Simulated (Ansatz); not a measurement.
**Levels at Γ against strain in BaO**

```yaml
crystal:
  lattice:
    - [0.00000, 2.75000, 2.75000]
    - [2.75000, 0.00000, 2.75000]
    - [2.75000, 2.75000, 0.00000]
  atoms:
    - { symbol: Ba, position: [0.00000, 0.00000, 0.00000] }
    - { symbol: O, position: [0.50000, 0.50000, 0.50000] }
```

Atoms are numbered in the order listed.

The geometry is COD entry 5910030, unchecked; take it as a test cell. It differs from other determinations.

Spin–orbit coupling is left out, though it moves levels of the heavy atoms by tenths of an eV or more.

These are results of DFT, LDA, all-electron LAPW, scalar-relativistic (Ansatz 0.2.0), not measurements.

The runs use a Γ-centred 8×8×8 k mesh, Fermi–Dirac smearing of 0.02 eV, basis error target 0.5 meV/atom, no spin polarisation.

The cell is scaled evenly. Fractional coordinates are held (clamped ions).

The valence-band top of this crystal doesn't lie at Γ but 0.53 eV above the top filled level there.

Only quantities that a quadratic follows smoothly over the whole series are listed; rougher ones are left out.

```tsv
ln(V/Vcell)	direct gap at Γ (eV)	smallest gap on mesh and path (eV)
-0.0619	4.439	1.573
-0.0408	4.278	1.665
-0.0202	4.123	1.749
-0.0101	4.049	1.789
0.0000	3.976	1.827
0.0100	3.904	1.864
0.0198	3.835	1.899
0.0583	3.571	2.025
```

Task: Fit the series and give the slopes at zero strain.

Result: Least-squares fits y = p0 + p1 x + p2 x² to the rows give direct gap at Γ (eV): p1 = -7.21, p2 = 4.5; smallest gap on mesh and path (eV): p1 = 3.74, p2 = -5.9. So dEg/dln V = -7.2 eV for the direct gap at Γ, which isn't the fundamental gap here: that one has dEg/dln V = 3.7 eV. Semilocal gaps are too small, but their slopes carry over better.

Task: One run, at ln(V/Vcell) = 0.0392, is withheld. Predict its row.

Result: The fits give 3.700, 1.965; the run gave 3.700, 1.965.
